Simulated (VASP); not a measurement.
# Pb (Fm-3m) in VASP: a series of runs, part 2 of 2

VASP 6.6.1. Earlier steps stand in the parts before.

## (4) Band structure, LDA

This run uses another cell than the first one, of 29.16 Å³/atom, 0.911 times its volume.

The input, INCAR:

```
PREC = Accurate
ENCUT = 520
EDIFF = 1E-6
ISMEAR = 1
SIGMA = 0.1
LREAL = F
LASPH = T
NELM = 80
ALGO = Fast
ISIF = 2
LWAVE = F
LCHARG = F
NBANDS = 13
ICORELEVEL = 1
```

The input, KPOINTS:

```
Automatic mesh
0
Gamma
  14 14 14
```

The input, POSCAR:

```
Pb                                      
1.0
    0.0000000000      2.4430577023      2.4430577023
    2.4430577023      0.0000000000      2.4430577023
    2.4430577023      2.4430577023      0.0000000000
  Pb            
     1
Direct
     0.0000000000000000    0.0000000000000000    0.0000000000000000
```

The input, KPOINTS_OPT:

```
explicit points
106
Reciprocal
 0.0000000000  0.0000000000  0.0000000000 1
 0.0555555556  0.0000000000  0.0555555556 1
 0.1111111111  0.0000000000  0.1111111111 1
 0.1666666667  0.0000000000  0.1666666667 1
 0.2222222222  0.0000000000  0.2222222222 1
 0.2777777778  0.0000000000  0.2777777778 1
 0.3333333333  0.0000000000  0.3333333333 1
 0.3888888889  0.0000000000  0.3888888889 1
 0.4444444444  0.0000000000  0.4444444444 1
 0.5000000000  0.0000000000  0.5000000000 1
 0.5000000000  0.0000000000  0.5000000000 1
 0.5000000000  0.0277777778  0.5277777778 1
 0.5000000000  0.0555555556  0.5555555556 1
 0.5000000000  0.0833333333  0.5833333333 1
 0.5000000000  0.1111111111  0.6111111111 1
 0.5000000000  0.1388888889  0.6388888889 1
 0.5000000000  0.1666666667  0.6666666667 1
 0.5000000000  0.1944444444  0.6944444444 1
 0.5000000000  0.2222222222  0.7222222222 1
 0.5000000000  0.2500000000  0.7500000000 1
 0.5000000000  0.2500000000  0.7500000000 1
 0.4861111111  0.2638888889  0.7500000000 1
 0.4722222222  0.2777777778  0.7500000000 1
 0.4583333333  0.2916666667  0.7500000000 1
 0.4444444444  0.3055555556  0.7500000000 1
 0.4305555556  0.3194444444  0.7500000000 1
 0.4166666667  0.3333333333  0.7500000000 1
 0.4027777778  0.3472222222  0.7500000000 1
 0.3888888889  0.3611111111  0.7500000000 1
 0.3750000000  0.3750000000  0.7500000000 1
 0.3750000000  0.3750000000  0.7500000000 1
 0.3333333333  0.3333333333  0.6666666667 1
 0.2916666667  0.2916666667  0.5833333333 1
 0.2500000000  0.2500000000  0.5000000000 1
 0.2083333333  0.2083333333  0.4166666667 1
 0.1666666667  0.1666666667  0.3333333333 1
 0.1250000000  0.1250000000  0.2500000000 1
 0.0833333333  0.0833333333  0.1666666667 1
 0.0416666667  0.0416666667  0.0833333333 1
 0.0000000000  0.0000000000  0.0000000000 1
 0.0000000000  0.0000000000  0.0000000000 1
 0.0555555556  0.0555555556  0.0555555556 1
 0.1111111111  0.1111111111  0.1111111111 1
 0.1666666667  0.1666666667  0.1666666667 1
 0.2222222222  0.2222222222  0.2222222222 1
 0.2777777778  0.2777777778  0.2777777778 1
 0.3333333333  0.3333333333  0.3333333333 1
 0.3888888889  0.3888888889  0.3888888889 1
 0.4444444444  0.4444444444  0.4444444444 1
 0.5000000000  0.5000000000  0.5000000000 1
 0.5000000000  0.5000000000  0.5000000000 1
 0.5138888889  0.4722222222  0.5138888889 1
 0.5277777778  0.4444444444  0.5277777778 1
 0.5416666667  0.4166666667  0.5416666667 1
 0.5555555556  0.3888888889  0.5555555556 1
 0.5694444444  0.3611111111  0.5694444444 1
 0.5833333333  0.3333333333  0.5833333333 1
 0.5972222222  0.3055555556  0.5972222222 1
 0.6111111111  0.2777777778  0.6111111111 1
 0.6250000000  0.2500000000  0.6250000000 1
 0.6250000000  0.2500000000  0.6250000000 1
 0.6111111111  0.2500000000  0.6388888889 1
 0.5972222222  0.2500000000  0.6527777778 1
 0.5833333333  0.2500000000  0.6666666667 1
 0.5694444444  0.2500000000  0.6805555556 1
 0.5555555556  0.2500000000  0.6944444444 1
 0.5416666667  0.2500000000  0.7083333333 1
 0.5277777778  0.2500000000  0.7222222222 1
 0.5138888889  0.2500000000  0.7361111111 1
 0.5000000000  0.2500000000  0.7500000000 1
 0.5000000000  0.2500000000  0.7500000000 1
 0.5000000000  0.2777777778  0.7222222222 1
 0.5000000000  0.3055555556  0.6944444444 1
 0.5000000000  0.3333333333  0.6666666667 1
 0.5000000000  0.3611111111  0.6388888889 1
 0.5000000000  0.3888888889  0.6111111111 1
 0.5000000000  0.4166666667  0.5833333333 1
 0.5000000000  0.4444444444  0.5555555556 1
 0.5000000000  0.4722222222  0.5277777778 1
 0.5000000000  0.5000000000  0.5000000000 1
 0.5000000000  0.5000000000  0.5000000000 1
 0.4861111111  0.4861111111  0.5277777778 1
 0.4722222222  0.4722222222  0.5555555556 1
 0.4583333333  0.4583333333  0.5833333333 1
 0.4444444444  0.4444444444  0.6111111111 1
 0.4305555556  0.4305555556  0.6388888889 1
 0.4166666667  0.4166666667  0.6666666667 1
 0.4027777778  0.4027777778  0.6944444444 1
 0.3888888889  0.3888888889  0.7222222222 1
 0.3750000000  0.3750000000  0.7500000000 1
 0.6250000000  0.2500000000  0.6250000000 1
 0.6111111111  0.2222222222  0.6111111111 1
 0.5972222222  0.1944444444  0.5972222222 1
 0.5833333333  0.1666666667  0.5833333333 1
 0.5694444444  0.1388888889  0.5694444444 1
 0.5555555556  0.1111111111  0.5555555556 1
 0.5416666667  0.0833333333  0.5416666667 1
 0.5277777778  0.0555555556  0.5277777778 1
 0.5138888889  0.0277777778  0.5138888889 1
 0.5000000000  0.0000000000  0.5000000000 1
 0.0000000000  0.0000000000  0.0000000000 1
 0.3750000000  0.3750000000  0.7500000000 1
 0.5000000000  0.5000000000  0.5000000000 1
 0.6250000000  0.2500000000  0.6250000000 1
 0.5000000000  0.2500000000  0.7500000000 1
 0.5000000000  0.0000000000  0.5000000000 1
```

Potentials or basis: VASP PAW LDA potentials, release 64 (Pb_d).

Started as:

```console
> cat potpaw_LDA.64/Pb_d/POTCAR > POTCAR
> mpirun -np 1 vasp_std > vasp.out
```

It took 28 s on 1 thread of Intel Xeon 6975P-C (Granite Rapids), shared host; peak memory 0.18 GiB.

The run converged. Its results:

```
Free energy             : -4.2568 eV
Pressure                : 0.0 GPa
Band gap along the path : none (metal or under the smearing width)
```

Levels at the corners of the path, in eV from the Fermi level:
```
point  band 5  band 6  band 7  band 8  band 9  band 10
    Γ  -16.93  -12.09    7.60    7.60    7.60     9.79
    X  -16.74   -6.74   -3.49    2.00    2.00     5.53
    X  -16.74   -6.74   -3.49    2.00    2.00     5.53
    W  -16.74   -6.63   -1.51   -1.51    0.19    11.13
    W  -16.74   -6.63   -1.51   -1.51    0.19    11.13
    K  -16.79   -6.84   -2.45   -1.35    2.97     6.62
    K  -16.79   -6.84   -2.45   -1.35    2.97     6.62
    Γ  -16.93  -12.09    7.60    7.60    7.60     9.79
    Γ  -16.93  -12.09    7.60    7.60    7.60     9.79
    L  -16.78   -8.24   -4.45    5.68    5.68     9.27
    L  -16.78   -8.24   -4.45    5.68    5.68     9.27
    U  -16.79   -6.84   -2.45   -1.35    2.97     6.62
    U  -16.79   -6.84   -2.45   -1.35    2.97     6.62
    W  -16.74   -6.63   -1.51   -1.51    0.19    11.13
    W  -16.74   -6.63   -1.51   -1.51    0.19    11.13
    L  -16.78   -8.24   -4.45    5.68    5.68     9.27
    L  -16.78   -8.24   -4.45    5.68    5.68     9.27
    K  -16.79   -6.84   -2.45   -1.35    2.97     6.62
    U  -16.79   -6.84   -2.45   -1.35    2.97     6.62
    X  -16.74   -6.74   -3.49    2.00    2.00     5.53
```

Core levels (eV, on the scale of the bands):
| atom | levels |
| --- | --- |
| 1 Pb | 1s -87443.6, 2s -15644.7, 2p -13438.3, 3s -3748.8, 3p -3115.1, 3d -2467.3, 4s -838.8, 4p -630.7, 4d -389.4, 4f -121.8, 5s -131.7, 5p -73.7 |

Caveat: spin-orbit coupling is left out, which moves the levels of the heavy elements.

## (5) Summary

```tsv
level	potentials or basis	cell	pressure (GPa)
PBE	VASP PAW PBE potentials, release 64 (Pb_d)	Fm-3m, 32.03 Å³/atom	-0.1
PBEsol	VASP PAW PBE potentials, release 64 (Pb_d)	Fm-3m, 30.03 Å³/atom	-0.1
LDA	VASP PAW LDA potentials, release 64 (Pb_d)	Fm-3m, 29.16 Å³/atom	0.0
```

Alike in all rows: task band structure; no spin polarisation; k mesh 14 × 14 × 14; cutoff (eV) 520; smearing methfessel-paxton 0.1 eV.

Caveats: spin-orbit coupling is left out, which moves the levels of the heavy elements; the PAW data sets were made with another functional, which shifts forces and pressure a little (some runs).

Total energies depend on the potentials used, so only differences within one code and one set of settings carry meaning.
